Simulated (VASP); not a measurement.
# HCl (I4mm) in VASP: notebook

The runs below take HCl through single point, relaxation of cell and atoms, with PBEsol.

All numbers are computed with VASP 6.6.1; they aren't measurements. Logs are shortened: lines on timing, memory, paths and dates and some standing lists are left out, and cuts for length are marked.

## (1) The structure

Symmetry: I4mm, No. 107, tetragonal system. Conventional cell: a = 3.187 Å, b = 3.187 Å, c = 4.501 Å, α = 90.00°, β = 90.00°, γ = 90.00°. Around H (site symmetry 4mm) lie 1 Cl at 1.31 Å. Cl (site symmetry 4mm) is surrounded by 1 H at 1.31 Å.

The cell comes from a database or a generator and needn't be the stable form of this composition.

## (2) Single point, PBEsol

The input, INCAR:

```
SYSTEM = HCl
PREC = Accurate
ENCUT = 520
EDIFF = 1E-7
ISMEAR = 0
SIGMA = 0.01
LREAL = .FALSE.
LASPH = .TRUE.
NELM = 100
ALGO = Normal
ISIF = 2
LWAVE = .FALSE.
LCHARG = .FALSE.
GGA = PS
NBANDS = 11
```

The input, KPOINTS:

```
regular mesh
0
G
  8 8 8
  0 0 0
```

The input, POSCAR:

```
HCl
1.0
   -1.5934970582      1.5934970595      2.2506588471
    1.5934970582     -1.5934970595      2.2506588471
    1.5934970582      1.5934970595     -2.2506588471
H Cl
1 1
Direct
    0.6888387641      0.6888387641      0.0000000000
    0.9791612359      0.9791612359      0.0000000000
```

Potentials or basis: VASP PAW PBE potentials, release 64 (H, Cl).

Run with:

```
$ cat potpaw_PBE.64/H/POTCAR potpaw_PBE.64/Cl/POTCAR > POTCAR
$ mpirun -np 1 vasp_std > vasp.out
```

OUTCAR:

```text
SYSTEM = HCl
   PREC = Accurate
   ENCUT = 520
   EDIFF = 1E-7
   ISMEAR = 0
   LREAL = .FALSE.
   LASPH = .TRUE.
   NELM = 100
   ISIF = 2
   GGA = PS

 ion  position               nearest neighbor table
   1  0.689  0.689  0.000-   2 1.31
   2  0.979  0.979  0.000-   1 1.31

  LATTYP: Found a body centered tetragonal cell.
 ALAT       =     3.1869941164
 C/A-ratio  =     1.4124022605

  Lattice vectors:

 A1 = (  -1.5934970582,   1.5934970595,   2.2506588471)
 A2 = (   1.5934970582,  -1.5934970595,   2.2506588471)
 A3 = (   1.5934970582,   1.5934970595,  -2.2506588471)

Analysis of symmetry for initial positions (statically):
=====================================================================
 Subroutine PRICEL returns:
 Original cell was already a primitive cell.

 Routine SETGRP: Setting up the symmetry group for a
 body centered tetragonal supercell.

 Subroutine GETGRP returns: Found  8 space group operations
 (whereof  8 operations were pure point group operations)
 out of a pool of 16 trial point group operations.

The static configuration has the point symmetry C_4v.

Analysis of symmetry for dynamics (positions and initial velocities):
=====================================================================
 Subroutine PRICEL returns:
 Original cell was already a primitive cell.

 Routine SETGRP: Setting up the symmetry group for a
 body centered tetragonal supercell.

 Subroutine GETGRP returns: Found  8 space group operations
 (whereof  8 operations were pure point group operations)
 out of a pool of 16 trial point group operations.

The dynamic configuration has the point symmetry C_4v.

 Subroutine INISYM returns: Found  8 space group operations
 (whereof  8 operations are pure point group operations),
 and found     1 'primitive' translations

----------------------------------------------------------------------------------------

                                     Primitive cell

  volume of cell :      22.8598

  direct lattice vectors                    reciprocal lattice vectors
    -1.593497058  1.593497059  2.250658847     0.000000000  0.313775289  0.222157170
     1.593497058 -1.593497059  2.250658847     0.313775289  0.000000000  0.222157170
     1.593497058  1.593497059 -2.250658847     0.313775289  0.313775289  0.000000000

  length of vectors
     3.184953846  3.184953846  3.184953846     0.384459023  0.384459023  0.443745269

  position of ions in fractional coordinates (direct lattice)
     0.688838764  0.688838764  0.000000000
     0.979161236  0.979161236  0.000000000

  ion indices of the primitive-cell ions
   primitive index   ion index
                 1           1
                 2           2

----------------------------------------------------------------------------------------

 KPOINTS: regular mesh

Automatic generation of k-mesh.
 Grid dimensions read from file:
 generate k-points for:    8    8    8

 Generating k-lattice:

  Cartesian coordinates                     Fractional coordinates (reciprocal lattice)
     0.000000000  0.039221911  0.027769646     0.125000000  0.000000000  0.000000000
     0.039221911  0.000000000  0.027769646     0.000000000  0.125000000  0.000000000
     0.039221911  0.039221911  0.000000000     0.000000000  0.000000000  0.125000000

  Length of vectors
     0.048057378  0.048057378  0.055468159

  Shift w.r.t. Gamma in fractional coordinates (k-lattice)
     0.000000000  0.000000000  0.000000000

 Subroutine IBZKPT returns following result:
 ===========================================

 Found     59 irreducible k-points:

 Following reciprocal coordinates:
            Coordinates               Weight
  0.000000  0.000000  0.000000      1.000000
  0.125000  0.000000  0.000000      8.000000
  0.250000  0.000000  0.000000      8.000000
  0.375000  0.000000  0.000000      8.000000
  0.500000  0.000000  0.000000      4.000000
  0.125000  0.125000  0.000000      8.000000
[... 16 lines left out ...]
  0.250000  0.125000  0.125000     16.000000
  0.375000  0.125000  0.125000      8.000000
 [... further k-points ...]
   k-points           NKPTS =     59   k-points in BZ     NKDIM =     59   number of bands    NBANDS=     11
   number of dos      NEDOS =    301   number of ions     NIONS =      2
   total plane-waves  NPLWV =  13824
   dimension x,y,z NGX =    24 NGY =   24 NGZ =   24
   dimension x,y,z NGXF=    48 NGYF=   48 NGZF=   48
   ions per type =               1   1
   NGX,Y,Z   is equivalent  to a cutoff of  12.53, 12.53, 12.53 a.u.
   NGXF,Y,Z  is equivalent  to a cutoff of  25.05, 25.05, 25.05 a.u.
 SYSTEM =  HCl
   PREC   = accura    normal or accurate (medium, high low for compatibility)
   ISTART =      0    job   : 0-new  1-cont  2-samecut
   ICHARG =      2    charge: 1-file 2-atom 10-const
   ISPIN  =      1    spin polarized calculation?
   LNONCOLLINEAR =      F non collinear calculations
   LSORBIT =      F    spin-orbit coupling
[... 56 lines left out ...]
 fundamental gap:      2.7560783241
 Fermi energy:         2.8900203371

 k-point     1 :       0.0000    0.0000    0.0000
  band No.  band energies     occupation
      1     -13.9718      2.00000
      2      -0.6046      2.00000
      3       2.8096      2.00000
      4       2.8096      2.00000
      5       8.1059      0.00000
      6      14.4397      0.00000
      7      14.4397      0.00000
      8      14.7487      0.00000
      9      15.7779      0.00000
     10      19.2836      0.00000
     11      21.1005      0.00000

 k-point     2 :       0.1250    0.0000    0.0000
  band No.  band energies     occupation
      1     -13.7848      2.00000
      2      -1.0296      2.00000
      3       2.1599      2.00000
      4       2.7036      2.00000
      5       8.7908      0.00000
      6      13.8789      0.00000
      7      14.5003      0.00000
      8      14.7574      0.00000
      9      16.0042      0.00000
     10      18.5674      0.00000
     11      21.5705      0.00000

 k-point     3 :       0.2500    0.0000    0.0000
  band No.  band energies     occupation
      1     -13.2803      2.00000
      2      -2.2746      2.00000
      3       1.3329      2.00000
      4       2.4683      2.00000
      5       9.4667      0.00000
      6      12.6919      0.00000
      7      14.7494      0.00000
      8      14.9233      0.00000
      9      17.3379      0.00000
     10      18.5608      0.00000
     11      20.3543      0.00000

 k-point     4 :       0.3750    0.0000    0.0000
  band No.  band energies     occupation
      1     -12.6689      2.00000
      2      -3.6778      2.00000
      3       0.9275      2.00000
      4       2.2568      2.00000
      5       9.4136      0.00000
      6      11.7739      0.00000
      7      14.4039      0.00000
      8      15.5531      0.00000
      9      19.2222      0.00000
     10      20.4397      0.00000
     11      20.5406      0.00000

 k-point     5 :       0.5000    0.0000    0.0000
  band No.  band energies     occupation
      1     -12.3676      2.00000
      2      -4.2953      2.00000
      3       0.8103      2.00000
      4       2.1751      2.00000
      5       9.3065      0.00000
      6      11.4472      0.00000
      7      14.1368      0.00000
      8      15.7503      0.00000
      9      20.5959      0.00000
     10      21.2949      0.00000
     11      22.0929      0.00000
[... 211 lines left out ...]
 k-point    21 :       0.5000    0.5000    0.0000
  band No.  band energies     occupation
      1     -11.9636      2.00000
      2      -2.4082      2.00000
      3      -1.9174      2.00000
      4       1.1333      2.00000
      5       6.4763      0.00000
      6      10.0054      0.00000
      7      18.1561      0.00000
      8      20.1984      0.00000
      9      22.6319      0.00000
     10      22.9588      0.00000
     11      23.6695      0.00000

 k-point    22 :       0.1250    0.1250    0.1250
  band No.  band energies     occupation
      1     -12.9032      2.00000
      2      -2.5047      2.00000
      3       0.8238      2.00000
      4       1.3602      2.00000
      5       9.2746      0.00000
      6      12.5100      0.00000
      7      14.1148      0.00000
      8      15.4158      0.00000
      9      18.0403      0.00000
     10      20.2747      0.00000
     11      23.5279      0.00000

 k-point    23 :       0.2500    0.1250    0.1250
  band No.  band energies     occupation
      1     -12.3920      2.00000
      2      -3.3681      2.00000
      3       0.4150      2.00000
      4       0.7695      2.00000
      5       9.3932      0.00000
      6      12.6979      0.00000
      7      13.4720      0.00000
      8      15.5163      0.00000
      9      19.5227      0.00000
     10      22.2701      0.00000
     11      24.4275      0.00000

 k-point    24 :       0.3750    0.1250    0.1250
  band No.  band energies     occupation
      1     -12.1498      2.00000
      2      -3.7617      2.00000
      3       0.2104      2.00000
      4       0.5857      2.00000
      5       9.4456      0.00000
      6      12.3274      0.00000
      7      13.8217      0.00000
      8      15.7712      0.00000
      9      20.2460      0.00000
     10      22.1871      0.00000
     11      25.1867      0.00000

 [... further k-points ...]
[... 5 lines left out ...]
  --------------------------------------------------------------------------------------
  -------------------------------------------------------------------------------------
  Total        1.9817686      1.9817686      1.8614498      0.0000000      0.0000000      0.0000000
  in kB      138.8965081    138.8965083    130.4637048      0.0000000      0.0000000      0.0000000
  external PRESSURE =     136.0855737 kB  Pullay stress =       0.0000000 kB

 VOLUME and BASIS-vectors are now :
 -----------------------------------------------------------------------------
  energy-cutoff  :      520.00
  volume of cell :       22.86
      direct lattice vectors                 reciprocal lattice vectors
    -1.593497058  1.593497059  2.250658847     0.000000000  0.313775289  0.222157170
     1.593497058 -1.593497059  2.250658847     0.313775289  0.000000000  0.222157170
     1.593497058  1.593497059 -2.250658847     0.313775289  0.313775289  0.000000000

 POSITION                                       TOTAL-FORCE (eV/Angst)
 -----------------------------------------------------------------------------------
      0.00000      0.00000      3.10068        -0.000000      0.000000      0.097534
      0.00000      0.00000      4.40752         0.000000     -0.000000     -0.097534
 -----------------------------------------------------------------------------------
    total drift:                               -0.000002     -0.000002     -0.000003

  FREE ENERGIE OF THE ION-ELECTRON SYSTEM (eV)
  ---------------------------------------------------
  free  energy   TOTEN  =        -5.8305689497 eV

  energy  without entropy=       -5.8305689497  energy(sigma->0) =       -5.83056895
```

It took 8.1 s on 1 thread of AMD EPYC 9R45 (Zen 5), shared host; peak memory 0.11 GiB.

What came out:

```yaml
Free_energy: -5.8306 eV
Pressure: 13.6 GPa
Largest_force: 0.098 eV/Å
Band_gap_on_the_k_mesh: 2.76 eV, indirect (least direct gap 4.67 eV)
```

Forces in eV/Å, atoms in the order of the input:
```
H    0.000  0.000  0.098
Cl   0.000  0.000 -0.098
```

Levels at points of the mesh, in eV from the valence-band top:
```
           k point  band 2  band 3  band 4  band 5  band 6  band 7
(0.00, 0.00, 0.00)   -3.41    0.00    0.00    5.30   11.63   11.63
(0.50, 0.00, 0.00)   -7.10   -2.00   -0.63    6.50    8.64   11.33
(0.50, 0.50, 0.00)   -5.22   -4.73   -1.68    3.67    7.20   15.35
(0.50, 0.50, 0.50)   -7.80   -1.92   -1.92    2.76    8.06   16.60
```

Caveat: the PAW data sets were made with another functional, which shifts forces and pressure a little. As with any semilocal functional, this PBEsol gap is likely too small.

## (3) Relaxation of cell and atoms, PBEsol, target pressure 14 GPa, at which the enthalpy is minimised

This run uses another cell than the first one, of 20.31 Å³/atom, 1.777 times its volume.

The input, INCAR:

```
PREC = Accurate
ENCUT = 600
EDIFF = 1E-6
ISMEAR = 0
SIGMA = 0.01
LREAL = False
LASPH = True
NELM = 100
ALGO = Normal
ISIF = 3
LWAVE = False
LCHARG = False
GGA = PS
IBRION = 2
NSW = 80
EDIFFG = -0.001
PSTRESS = 140.0
```

The input, KPOINTS:

```
regular mesh
0
Gamma
  8 8 8
```

The input, POSCAR:

```
HCl
1.0
   -1.9575706260      1.9575529748      2.6499762601
    1.9575706260     -1.9575529748      2.6499762601
    1.9575706260      1.9575529748     -2.6499762601
H Cl
1 1
Direct
    0.7114147217      0.7114147217      0.0000000000
    0.9565852783      0.9565852783      0.0000000000
```

Potentials or basis: VASP PAW PBE potentials, release 64 (H, Cl).

Run with:

```
$ cat potpaw_PBE.64/H/POTCAR potpaw_PBE.64/Cl/POTCAR > POTCAR
$ mpirun -np 1 vasp_std > vasp.out
```

Run time: 6.4 min. Hardware: 1 thread of AMD EPYC 9R45 (Zen 5), shared host; peak memory 0.19 GiB.

Results (log left out):

```
Free energy                                            : -5.8344 eV
Relaxed volume                                         : 11.44 Å³/atom
Relaxed cell                                           : a = 3.185 Å, b = 3.185 Å, c = 3.185 Å, α = 119.93°, β = 119.93°, γ = 90.12°
Space group after relaxing (to 0.05 Å)                 : I4mm (No. 107)
Energy change on relaxing (the enthalpy is what falls) : +195.8 meV/atom
Ionic steps                                            : 34
Pressure after relaxing                                : 14.0 GPa
Band gap on the k mesh                                 : 2.78 eV, indirect (least direct gap 4.70 eV)
```

The path:
| step | energy change (eV) | largest force (eV/Å) | pressure (GPa) | volume (Å³) |
| --- | --- | --- | --- | --- |
| 1 | 0.0000 | 0.1057 | -0.19 | 40.62 |
| 2 | 0.3197 | 4.8185 | 12.39 | 30.93 |
| 3 | 0.3317 | 4.9246 | 12.68 | 30.79 |
| 4 | 0.2945 | 4.0327 | 12.98 | 28.82 |
| 5 | 0.4095 | 1.9940 | 18.19 | 23.39 |
| 6 | 0.5393 | 1.4472 | 22.21 | 21.73 |
| 7 | 0.5129 | 1.5382 | 21.40 | 22.01 |
| 8 | 0.4165 | 0.7435 | 16.69 | 22.71 |
| 9 | 0.3611 | 0.2044 | 13.51 | 23.25 |
| 10 | 0.3673 | 0.1706 | 13.60 | 23.17 |
| 11 | 0.3865 | 0.0704 | 14.00 | 22.94 |
| 12 | 0.3936 | 0.0365 | 14.09 | 22.86 |
| 13 | 0.3952 | 0.0287 | 14.15 | 22.84 |
| 14 | 0.3945 | 0.0317 | 14.15 | 22.85 |
| 15 | 0.3932 | 0.0163 | 14.06 | 22.86 |
| 16 | 0.3895 | 0.0293 | 13.80 | 22.90 |
| 17 | 0.3892 | 0.0234 | 13.81 | 22.91 |
| 18 | 0.3883 | 0.0054 | 13.83 | 22.91 |
| 19 | 0.3867 | 0.0309 | 13.89 | 22.93 |
| 20 | 0.3837 | 0.1053 | 14.05 | 22.97 |
| 21 | 0.3857 | 0.0541 | 13.94 | 22.94 |
| 22 | 0.3852 | 0.0411 | 13.89 | 22.95 |
| 23 | 0.3840 | 0.0100 | 13.75 | 22.96 |
| 24 | 0.3839 | 0.0069 | 13.75 | 22.96 |
| 25 | 0.3854 | 0.0083 | 13.81 | 22.94 |
| 26 | 0.3902 | 0.0124 | 13.96 | 22.89 |
| 27 | 0.3923 | 0.0142 | 14.05 | 22.86 |
| 28 | 0.3918 | 0.0137 | 14.05 | 22.87 |
| 29 | 0.3910 | 0.0130 | 14.01 | 22.88 |
| 30 | 0.3914 | 0.0134 | 14.03 | 22.88 |
| 31 | 0.3918 | 0.0115 | 13.94 | 22.87 |
| 32 | 0.3916 | 0.0020 | 14.02 | 22.87 |
| 33 | 0.3916 | 0.0008 | 14.01 | 22.87 |
| 34 | 0.3916 | 0.0005 | 14.00 | 22.87 |

Final structure:
```
H Cl
1.0
    -1.59423    1.59424    2.24987
     1.59423   -1.59424    2.24987
     1.59423    1.59424   -2.24987
H Cl
1 1
Direct
  0.68927 0.68927 0.00000
  0.97873 0.97873 0.00000
```

Levels at points of the mesh, in eV from the valence-band top:
```tsv
k point	band 2	band 3	band 4	band 5	band 6	band 7
(0.00, 0.00, 0.00)	-3.44	0.00	0.00	5.33	11.63	11.63
(0.50, 0.00, 0.00)	-7.10	-2.01	-0.64	6.53	8.64	11.33
(0.00, 0.50, 0.50)	-7.10	-2.01	-0.64	6.53	8.64	11.33
(0.00, 0.50, 0.00)	-7.10	-2.01	-0.64	6.53	8.64	11.33
(0.50, 0.50, 0.00)	-5.23	-4.72	-1.67	3.70	7.20	15.35
(0.50, 0.50, 0.50)	-7.81	-1.92	-1.92	2.78	8.06	16.61
```

Caveat: the cell is relaxed towards a set pressure, so the enthalpy falls and the energy may rise; the volume moved by over 15 % at a fixed basis, so the end points are rough; the PAW data sets were made with another functional, which shifts forces and pressure a little.

## (4) Single point, PBEsol (cell and atoms relaxed tightly for response)

The input, INCAR:

```
  ALGO = Normal
  EDIFF = 1E-7
  ENCUT = 520
  GGA = PS
  ISIF = 2
  ISMEAR = 0
  LASPH = T
  LCHARG = T
  LELF = T
  LREAL = F
  LVHAR = T
  LWAVE = F
  NBANDS = 11
  NELM = 100
  PREC = Accurate
  SIGMA = 0.01
```

The input, KPOINTS:

```
k-points
0
Gamma
  8 8 8
```

POSCAR is that of step 3.

Run with:

```
$ cat potpaw_PBE.64/H/POTCAR potpaw_PBE.64/Cl/POTCAR > POTCAR
$ mpirun -np 1 vasp_std > vasp.out
```

Run time: 41 s. Hardware: 1 thread of AMD EPYC 9R45 (Zen 5), shared host; peak memory 0.17 GiB.

The run converged. Its results:

```yaml
Free_energy: -6.2252 eV
Pressure: -0.3 GPa
Largest_force: 0.100 eV/Å
Band_gap_on_the_k_mesh: 5.09 eV, direct
```

Forces in eV/Å, atoms in the order of the input:
```
H    0.000  0.000  0.100
Cl   0.000  0.000 -0.100
```

Stress tensor (GPa, compression positive):
```
-0.08  0.00  0.00
 0.00 -0.08  0.00
 0.00  0.00 -0.59
```

Levels at points of the mesh, in eV from the valence-band top:
```tsv
k point	band 1	band 2	band 3	band 4	band 5	band 6	band 7	band 8
(0.00, 0.00, 0.00)	-14.11	-3.63	0.00	0.00	5.09	10.37	11.84	11.84
(0.50, 0.00, 0.00)	-13.78	-4.49	-1.04	-0.27	7.21	9.03	11.17	11.69
(0.00, 0.50, 0.50)	-13.78	-4.49	-1.04	-0.27	7.21	9.03	11.17	11.69
(0.00, 0.50, 0.00)	-13.78	-4.49	-1.04	-0.27	7.21	9.03	11.17	11.69
(0.50, 0.50, 0.00)	-13.71	-4.18	-1.72	-0.48	5.93	9.11	12.75	13.06
(0.50, 0.50, 0.50)	-13.60	-4.99	-0.73	-0.73	5.60	9.67	12.49	15.78
```

Caveat: the PAW data sets were made with another functional, which shifts forces and pressure a little. A k mesh can miss the band edges.

## (5) Summary

```tsv
task	cell	cutoff (eV)	target pressure	gap on the mesh (eV)	pressure (GPa)	largest force (eV/Å)
single point	I4mm, 11.43 Å³/atom	520	-	2.76	13.6	0.10
relaxation of cell and atoms	relaxed to 14 GPa	600	14 GPa	2.78	14.0	-
single point	cell and atoms relaxed tightly for response	520	-	5.09	-0.3	0.10
```

Alike in all rows: level PBEsol; potentials or basis VASP PAW PBE potentials, release 64 (H, Cl); no spin polarisation; k mesh 8 × 8 × 8; smearing gaussian 0.01 eV.

Caveats: the PAW data sets were made with another functional, which shifts forces and pressure a little; the cell is relaxed towards a set pressure, so the enthalpy falls and the energy may rise (some runs); the volume moved by over 15 % at a fixed basis, so the end points are rough (some runs).

Absolute energies hang on the potentials; compare differences alone.
